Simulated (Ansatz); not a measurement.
# CaS (rocksalt): equation of state and elastic constants

One table from this session's results is given with a row withheld; the runs are named, their logs left out.

Method: DFT PBE, scalar-relativistic, plane waves, PAW, in Ansatz 0.2.0.

1 further run of the same task is left out (it didn't finish).

**The structure to begin with**

Symmetry: Fm-3m, No. 225, cubic system. The conventional cell has a = 5.712 Å, b = 5.712 Å, c = 5.712 Å, α = 90.00°, β = 90.00°, γ = 90.00°. Around Ca (site symmetry m-3m) lie 6 S at 2.86 Å. Around S (site symmetry m-3m) lie 6 Ca at 2.86 Å.

Structure file:

```cif
data_structure
_symmetry_space_group_name_H-M 'P 1'
_symmetry_Int_Tables_number 1
_cell_length_a 4.0393
_cell_length_b 4.0393
_cell_length_c 4.0393
_cell_angle_alpha 60.000
_cell_angle_beta 60.000
_cell_angle_gamma 60.000
_cell_volume 46.60
loop_
_atom_site_label
_atom_site_type_symbol
_atom_site_fract_x
_atom_site_fract_y
_atom_site_fract_z
_atom_site_occupancy
Ca1 Ca 0.50000 0.50000 0.50000 1
S1 S 0.00000 0.00000 0.00000 1
```

An earlier run at PBE left this cell at 23.302 Å³/atom and -0.02 GPa (10×10×10 mesh).

Volume factors to run: 0.980, 1.020, 0.960, 1.040, 1.070, 1.100, 0.945.

The first run:

input.yaml reads:

```yaml
crystal:
  lattice:
    - [0.0, 2.8370756663, 2.8370756663]
    - [2.8370756663, 0.0, 2.8370756663]
    - [2.8370756663, 2.8370756663, 0.0]
  atoms:
    - { symbol: Ca, position: [0.5, 0.5, 0.5] }
    - { symbol: S, position: [0.0, 0.0, 0.0] }
basis:
  ecutwfc: 420
  ecutrho_ratio: 4
kpoints:
  mp_grid: { grid: [10, 10, 10] }
hamiltonian:
  xc: pbe
scf:
  occupations: { method: gaussian, width: 0.05 }
output:
  forces: true
  stress: true
  eigenvalues: true
```

The run is started by

```console
$ ansatz run input.yaml --threads 2 --pin off --max-ram 2662MiB --backend cpu --events-out ev --progress --plain --runs-dir out
```

Steps of the session up to this table: Volume × 0.980; Volume × 1.020; Scaling the volume by 0.960; At 1.040 of the relaxed volume; Scaling the volume by 1.070; Volume × 1.100; Volume × 0.945.

One of the session's tables, all rows but one given; the rest of the session is left out.

It belongs to the step «Energy and pressure against volume». 

```
volume (Å³/atom)  energy (meV/atom)  pressure (GPa)  gap (eV)
          22.020              13.61            3.59      2.25
          22.370               6.97            2.50      2.29
          22.836                  ?               ?         ?
          23.302               0.00           -0.02      2.38
          23.768               1.66           -1.10      2.42
          24.234               6.32           -2.08      2.46
          24.933              18.27           -3.37      2.51
          25.632              35.44           -4.47      2.56
```

Estimate the missing values for volume (Å³/atom) = 22.836.

Worked estimate for «energy (meV/atom)». A straight line through the neighbours (22.370, 6.97) and (23.302, 0.00) gives 6.97 + (0.00 − 6.97) × (22.836 − 22.370) / (23.302 − 22.370) = 3.49; a parabola fitted to 4 rows on both sides gives 1.69.

As computed: energy (meV/atom): 1.65; pressure (GPa): 1.18; gap (eV): 2.34. In «energy (meV/atom)» the line misses by +1.84 and the parabola by +0.04.
